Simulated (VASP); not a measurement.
## EuZnSi: formation energy of a vacancy on the Si site

Wanted: what a vacancy on the Si site costs in EuZnSi and how the lattice relaxes round it. The start is a cell from a database of measured crystal structures.

Calculated with VASP 6.6.1; PBEsol, 4f electrons in the core; plane waves and PAW (Eu_2, Zn, Si), in the first sound run; inputs show where later runs differ.

## Step 1: The host crystal

The structure is hexagonal, space group P6_3/mmc (No. 194). Conventional cell: a = 4.302 Å, b = 4.302 Å, c = 8.616 Å, α = 90.00°, β = 90.00°, γ = 120.00°. Eu has 6 Si at 3.29 Å and 6 Zn at 3.29 Å nearest. Zn has 3 Si at 2.48 Å and 6 Eu at 3.29 Å nearest. Si has 3 Zn at 2.48 Å and 6 Eu at 3.29 Å nearest. Farther neighbours are not listed.

Structure file:

```cif
data_structure
_symmetry_space_group_name_H-M 'P6_3/mmc'
_symmetry_Int_Tables_number 194
_cell_length_a 4.3020
_cell_length_b 4.3020
_cell_length_c 8.6160
_cell_angle_alpha 90.000
_cell_angle_beta 90.000
_cell_angle_gamma 120.000
_cell_volume 138.09
loop_
_atom_site_label
_atom_site_type_symbol
_atom_site_symmetry_multiplicity
_atom_site_Wyckoff_symbol
_atom_site_fract_x
_atom_site_fract_y
_atom_site_fract_z
_atom_site_occupancy
Eu1 Eu 2 a 0.00000 0.00000 0.50000 1
Zn1 Zn 2 c 0.66667 0.33333 0.75000 1
Si1 Si 2 d 0.66667 0.33333 0.25000 1
```

## Step 2: The host at zero pressure

The later steps need the crystal at this functional's own lattice; a raised cutoff keeps the stress reliable while the cell changes.

The input, INCAR:

```
SYSTEM = EuZnSi
PREC = Accurate
ENCUT = 360
EDIFF = 1E-06
NELM = 120
ISMEAR = 0
SIGMA = 0.05
LREAL = .FALSE.
ALGO = Normal
GGA = PS
NBANDS = 30
LORBIT = 11
LWAVE = .FALSE.
LCHARG = .FALSE.
KPAR = 4
IBRION = 2
NSW = 40
ISIF = 3
EDIFFG = -0.02
POTIM = 0.4
```

The input, POSCAR:

```
EuZnSi
1.0
    4.3020000000      0.0000000000      0.0000000000
   -2.1510000000      3.7256412871      0.0000000000
    0.0000000000      0.0000000000      8.6160000000
Eu Zn Si
2 2 2
Direct
    0.0000000000      0.0000000000      0.5000000000
    0.0000000000      0.0000000000      0.0000000000
    0.6666666667      0.3333333333      0.7500000000
    0.3333333333      0.6666666667      0.2500000000
    0.6666666667      0.3333333333      0.2500000000
    0.3333333333      0.6666666667      0.7500000000
```

The input, KPOINTS:

```
Automatic mesh
0
Gamma
5 5 3
0 0 0
```

PAW data sets: Eu_2, Zn and Si (PBE family, release 64).

Command:

```console
$ mpirun -np 4 vasp_std
```

What it wrote:

```text
[banner, memory and clock lines left out]
running    4 mpi-ranks, on    1 nodes
 distrk:  each k-point on    1 cores,    4 groups
 distr:  one band on    1 cores,    1 groups

 POSCAR found type information on POSCAR EuZnSi
 POSCAR found :  3 types and       6 ions
|                                                                             |
|               ----> ADVICE to this user running VASP <----                  |
|                                                                             |
|     You enforced a specific xc type in the INCAR file but a different       |
|     [... a line on the potential file left out ...]
|     I HOPE YOU KNOW WHAT YOU ARE DOING!                                     |
|                                                                             |

 LDA part: xc-table for (Slater+PW92), standard interpolation
 POSCAR, INCAR and KPOINTS ok, starting setup
 FFT: planning ... GRIDC
 FFT: planning ... GRID_SOFT
 FFT: planning ... GRID
 WAVECAR not read
 entering main loop
       N       E                     dE             d eps       ncg     rms          rms(c)
DAV:   1     0.270820026757E+03    0.27082E+03   -0.16125E+04   624   0.126E+03
DAV:   2    -0.292969316638E+01   -0.27375E+03   -0.26575E+03   852   0.450E+02
DAV:   3    -0.228767695908E+02   -0.19947E+02   -0.18976E+02  1000   0.111E+02
DAV:   4    -0.233904085162E+02   -0.51364E+00   -0.50708E+00   936   0.150E+01
DAV:   5    -0.233998613988E+02   -0.94529E-02   -0.93997E-02   912   0.215E+00    0.194E+01
DAV:   6    -0.223033448058E+02    0.10965E+01   -0.60007E+00   740   0.419E+01    0.120E+01
DAV:   7    -0.223524568046E+02   -0.49112E-01   -0.27659E+00   864   0.165E+01    0.488E+00
DAV:   8    -0.223279861471E+02    0.24471E-01   -0.13637E-01   716   0.401E+00    0.926E-01
DAV:   9    -0.223167555620E+02    0.11231E-01   -0.78061E-02   954   0.156E+00    0.388E-01
DAV:  10    -0.223167811387E+02   -0.25577E-04   -0.27036E-03   724   0.386E-01    0.240E-01
DAV:  11    -0.223166764359E+02    0.10470E-03   -0.48046E-04  1016   0.159E-01    0.105E-01
DAV:  12    -0.223166729450E+02    0.34909E-05   -0.10263E-04   746   0.959E-02    0.265E-02
DAV:  13    -0.223166680821E+02    0.48629E-05   -0.21346E-05   888   0.412E-02    0.129E-02
DAV:  14    -0.223166680689E+02    0.13197E-07   -0.14153E-06   488   0.820E-03
   1 F= -.22316668E+02 E0= -.22315691E+02  d E =-.223167E+02
 curvature:   0.00 expect dE= 0.000E+00 dE for cont linesearch  0.000E+00
 trial: gam= 0.00000 g(F)=  0.792E-45 g(S)=  0.312E+00 ort = 0.000E+00 (trialstep = 0.100E+01)
 search vector abs. value=  0.312E+00
 bond charge predicted
       N       E                     dE             d eps       ncg     rms          rms(c)
DAV:   1    -0.253709218730E+02   -0.30543E+01   -0.36154E+01   612   0.774E+01    0.138E+01
DAV:   2    -0.229960246133E+02    0.23749E+01   -0.19280E+01   754   0.855E+01    0.496E+00
DAV:   3    -0.226215549325E+02    0.37447E+00   -0.20481E+00   860   0.207E+01    0.223E+00
DAV:   4    -0.225112603585E+02    0.11029E+00   -0.24087E-01   856   0.419E+00    0.113E+00
DAV:   5    -0.224899043059E+02    0.21356E-01   -0.57125E-02   720   0.332E+00    0.324E-01
DAV:   6    -0.224902526382E+02   -0.34833E-03   -0.11187E-02   924   0.792E-01    0.286E-01
DAV:   7    -0.224901711022E+02    0.81536E-04   -0.43288E-04   872   0.131E-01    0.190E-01
DAV:   8    -0.224900968349E+02    0.74267E-04   -0.37706E-04   864   0.319E-01    0.273E-02
DAV:   9    -0.224901072970E+02   -0.10462E-04   -0.12294E-04   824   0.760E-02    0.220E-02
DAV:  10    -0.224901066944E+02    0.60258E-06   -0.33054E-06   600   0.138E-02
   2 F= -.22490107E+02 E0= -.22489249E+02  d E =-.173439E+00
[... from here on, the cycles between the ionic steps are left out ...]
   3 F= -.22490657E+02 E0= -.22489799E+02  d E =-.173989E+00
   4 F= -.22490635E+02 E0= -.22489777E+02  d E =-.173967E+00
   5 F= -.22501401E+02 E0= -.22501088E+02  d E =-.107657E-01
   6 F= -.22514018E+02 E0= -.22513188E+02  d E =-.233827E-01
   7 F= -.22514740E+02 E0= -.22513078E+02  d E =-.241045E-01
   8 F= -.22517165E+02 E0= -.22516263E+02  d E =-.265298E-01
   9 F= -.22518601E+02 E0= -.22517963E+02  d E =-.279655E-01
 curvature:  -9.12 expect dE=-0.262E-02 dE for cont linesearch -0.654E-03
 ZBRENT: interpolating
 opt :   4.8684  next Energy=   -22.518794 (dE=-0.282E-01)
 bond charge predicted
       N       E                     dE             d eps       ncg     rms          rms(c)
DAV:   1    -0.225226992222E+02   -0.40985E-02   -0.10340E-01   718   0.250E+00    0.484E-01
DAV:   2    -0.225201034896E+02    0.25957E-02   -0.18866E-02   752   0.212E+00    0.251E-01
DAV:   3    -0.225191325649E+02    0.97092E-03   -0.20384E-03   716   0.636E-01    0.130E-01
DAV:   4    -0.225187933554E+02    0.33921E-03   -0.97427E-04   952   0.253E-01    0.379E-02
DAV:   5    -0.225187886295E+02    0.47259E-05   -0.16950E-04   816   0.133E-01    0.187E-02
DAV:   6    -0.225187901402E+02   -0.15107E-05   -0.44662E-05   856   0.734E-02    0.768E-03
DAV:   7    -0.225187897099E+02    0.43032E-06   -0.41693E-06   656   0.199E-02
  10 F= -.22518790E+02 E0= -.22518171E+02  d E =-.281544E-01
 curvature:  -2.69 expect dE=-0.402E-03 dE for cont linesearch -0.652E-05
 trial: gam=-0.00194 g(F)=  0.244E-44 g(S)=  0.149E-03 ort =-0.177E-03 (trialstep = 0.179E+01)
 search vector abs. value=  0.150E-03
 reached required accuracy - stopping structural energy minimisation
```

Wall time 86 s (4 MPI ranks of AMD EPYC 7R43, shared host); peak memory 0.75 GiB.

Lines that name or quote the potential files are left out of all logs, and their timing lines are given in words.

OUTCAR, selected parts (step 2):

```text
ion  position               nearest neighbor table
   1  0.000  0.000  0.500-   3 3.29   4 3.29   5 3.29   6 3.29   3 3.29   5 3.29   4 3.29   6 3.29
                             3 3.29   5 3.29   4 3.29   6 3.29
   2  0.000  0.000  0.000-   3 3.29   4 3.29   5 3.29   6 3.29   3 3.29   5 3.29   4 3.29   6 3.29
                             3 3.29   5 3.29   4 3.29   6 3.29
   3  0.667  0.333  0.750-   6 2.48   6 2.48   6 2.48   1 3.29   2 3.29   1 3.29   2 3.29   1 3.29
                             2 3.29
   4  0.333  0.667  0.250-   5 2.48   5 2.48   5 2.48   1 3.29   2 3.29   2 3.29   1 3.29   2 3.29
                             1 3.29
   5  0.667  0.333  0.250-   4 2.48   4 2.48   4 2.48   1 3.29   2 3.29   1 3.29   2 3.29   1 3.29
                             2 3.29
   6  0.333  0.667  0.750-   3 2.48   3 2.48   3 2.48   1 3.29   2 3.29   2 3.29   1 3.29   2 3.29
                             1 3.29

  LATTYP: Found a hexagonal cell.
 ALAT       =     4.3020000000
 C/A-ratio  =     2.0027894003

 Subroutine GETGRP returns: Found 24 space group operations
 (whereof 12 operations were pure point group operations)

The static configuration has the point symmetry D_3d.
 The point group associated with its full space group is D_6h.

 Found     10 irreducible k-points:

   k-points           NKPTS =     10   k-points in BZ     NKDIM =     10   number of bands    NBANDS=     30

   dimension x,y,z NGX =    28 NGY =   28 NGZ =   54
   dimension x,y,z NGXF=    56 NGYF=   56 NGZF=  108

   ENCUT  =  360.0 eV  26.46 Ry    5.14 a.u.   6.66  6.66 13.33*2*pi/ulx,y,z

   NELECT =      48.0000    total number of electrons

 k-points in reciprocal lattice and weights: Automatic mesh
   0.00000000  0.00000000  0.00000000       0.013
   0.20000000  0.00000000  0.00000000       0.080
   0.40000000  0.00000000  0.00000000       0.080
   0.20000000  0.20000000  0.00000000       0.080
   0.40000000  0.20000000  0.00000000       0.080
   0.00000000  0.00000000  0.33333333       0.027
   0.20000000  0.00000000  0.33333333       0.160
   0.40000000  0.00000000  0.33333333       0.160
   0.20000000  0.20000000  0.33333333       0.160
   0.40000000  0.20000000  0.33333333       0.160

 average (electrostatic) potential at core
       1 -29.3023       2 -29.3023       3 -35.7650       4 -35.7650       5 -84.5876
       6 -84.5876

 E-fermi :   3.8203

 k-point     1 :       0.0000    0.0000    0.0000
  band No.  band energies     occupation
    ...
     17      -3.5803      2.00000
     18      -3.1273      2.00000
     19      -0.1415      2.00000
     20       3.0442      2.00000
     21       3.0442      2.00000
     22       4.0704      0.00000
     23       4.3299      0.00000
     24       4.3299      0.00000
     25       4.4111      0.00000
     26       5.1719      0.00000
    ...

 k-point     2 :       0.2000    0.0000    0.0000
  band No.  band energies     occupation
    ...
     20       1.1297      2.00000
     21       1.7803      2.00000
     22       2.8383      2.00000
     23       3.0160      2.00000
     24       3.6692      1.99998
     25       4.4024      0.00000
     26       5.2394      0.00000
     27       5.7436      0.00000
     28       6.5697      0.00000
     29       7.0640      0.00000
    ...

 k-point     3 :       0.4000    0.0000    0.0000
  band No.  band energies     occupation
    ...
     21       1.9177      2.00000
     22       1.9716      2.00000
     23       2.7679      2.00000
     24       3.0985      2.00000
     25       3.6921      1.99971
     26       4.2137      0.00000
     27       6.4042      0.00000
     28       7.7190      0.00000
     29       7.7838      0.00000
     30       7.9460      0.00000

  Total        0.0935220      0.0935220      0.0757949      0.0000000     -0.0000000      0.0000000
  in kB        1.2017372      1.2017372      0.9739480      0.0000000     -0.0000000      0.0000000
  external PRESSURE =       1.1258074 kB  Pullay stress =       0.0000000 kB

  energy-cutoff  :      360.00
  volume of cell :      124.69
      direct lattice vectors                 reciprocal lattice vectors
     4.230928331  0.000000000  0.000000000     0.236354748  0.136459477  0.000000000
    -2.115464166  3.664091417 -0.000000000     0.000000000  0.272918955  0.000000000
    -0.000000000 -0.000000000  8.042902365     0.000000000  0.000000000  0.124333226

 POSITION                                       TOTAL-FORCE (eV/Angst)
 -----------------------------------------------------------------------------------
      0.00000     -0.00000      4.02145        -0.000000      0.000000     -0.000000
      0.00000      0.00000      0.00000        -0.000000      0.000000     -0.000000
      2.11546      1.22136      6.03218        -0.000000      0.000000      0.000000
     -0.00000      2.44273      2.01073         0.000000     -0.000000     -0.000000
      2.11546      1.22136      2.01073         0.000000     -0.000000     -0.000000
     -0.00000      2.44273      6.03218        -0.000000      0.000000     -0.000000
 -----------------------------------------------------------------------------------
    total drift:                                0.000000     -0.000000      0.000000

  FREE ENERGIE OF THE ION-ELECTRON SYSTEM (eV)
  ---------------------------------------------------
  free  energy   TOTEN  =       -22.5187897099 eV

  energy  without entropy=      -22.5175514914  energy(sigma->0) =      -22.51817060

 reached required accuracy - stopping structural energy minimisation

 total charge
# of ion       s       p       d       tot
------------------------------------------
    1        0.319   6.701   0.807   7.826
    2        0.319   6.701   0.807   7.826
    3        0.660   0.529   9.697  10.887
    4        0.660   0.529   9.697  10.887
    5        0.758   0.921   0.000   1.679
    6        0.758   0.921   0.000   1.679
--------------------------------------------------
tot          3.474  16.302  21.008  40.784

[... 3 further parts left out ...]
```

The data set Eu_2 holds the 4f electrons frozen in the core, so no f bands or f moments appear. The k-mesh is coarse for a metal. The PAW data sets were made with PBE, which is usual practice but a small mismatch for other functionals. After so large a change of volume the plane waves of the start cell no longer fit, so the final stress carries a basis-set error. The run keeps the 24 symmetry operations of its start, so it cannot find a distortion of lower symmetry.

Relaxation path:

| step | energy less that of the first step (eV) | largest force (eV/Å) | pressure (GPa) | volume (Å³) |
| --- | --- | --- | --- | --- |
| 1 | 0.0000 | 0.0000 | -4.66 | 138.09 |
| 2 | -0.1734 | 0.0000 | -0.31 | 127.66 |
| 3 | -0.1740 | 0.0000 | -0.08 | 127.16 |
| 4 | -0.1740 | 0.0000 | 0.03 | 126.94 |
| 5 | -0.1847 | 0.0000 | 0.06 | 126.49 |
| 6 | -0.1974 | 0.0000 | 0.08 | 125.58 |
| 7 | -0.1981 | 0.0000 | 0.15 | 123.64 |
| 8 | -0.2005 | 0.0000 | 0.15 | 124.16 |
| 9 | -0.2019 | 0.0000 | 0.12 | 124.88 |
| 10 | -0.2021 | 0.0000 | 0.11 | 124.69 |

| conventional cell, symmetrised | before | after | change |
| --- | --- | --- | --- |
| a (Å) | 4.302 | 4.231 | -1.7 % |
| b (Å) | 4.302 | 4.231 | -1.7 % |
| c (Å) | 8.616 | 8.043 | -6.7 % |
| volume (Å³/atom) | 23.02 | 20.78 | -9.7 % |

Final coordinates:

```cif
data_structure
_symmetry_space_group_name_H-M 'P 1'
_symmetry_Int_Tables_number 1
_cell_length_a 4.2309
_cell_length_b 4.2309
_cell_length_c 8.0429
_cell_angle_alpha 90.000
_cell_angle_beta 90.000
_cell_angle_gamma 120.000
_cell_volume 124.69
loop_
_atom_site_label
_atom_site_type_symbol
_atom_site_fract_x
_atom_site_fract_y
_atom_site_fract_z
_atom_site_occupancy
Eu1 Eu 0.00000 0.00000 0.50000 1
Eu2 Eu 0.00000 0.00000 0.00000 1
Zn3 Zn 0.66667 0.33333 0.75000 1
Zn4 Zn 0.33333 0.66667 0.25000 1
Si5 Si 0.66667 0.33333 0.25000 1
Si6 Si 0.33333 0.66667 0.75000 1
```

Numbers from this step:

```yaml
electronic_cycles: 86
electrons: 48
free_energy_toten: -22.52 eV
energy_at_zero_smearing: -22.52 eV
fermi_energy: 3.820 eV
labelled_metallic_from_the_levels_on_this_mesh: yes
```

The run ended after 10 ionic steps, 0.202 eV below its first step, once forces and stress met EDIFFG = -0.02.

An edge changed by 7 % against the database cell. In a metal the coarse mesh may share the blame.

[end of part 1 of 4]

[Lines on the potential files, build, host, timing and source positions are cut from VASP's logs without a mark.]

[Logs are printed without paths, hosts, clocks, repeated set-up lines and the standing remarks that a program may print on its own settings, such as how far it seeks lower states.]

[Hosts, paths, dates, database ids (printed as entryN), source tags and the programs' standing remarks are cut or masked in the printed files.]

[In band tables of VASP the shares of atoms and orbitals are scaled to a sum of 1 inside the atoms' spheres.]

[Runs that stopped without an error message from VASP are left out.]
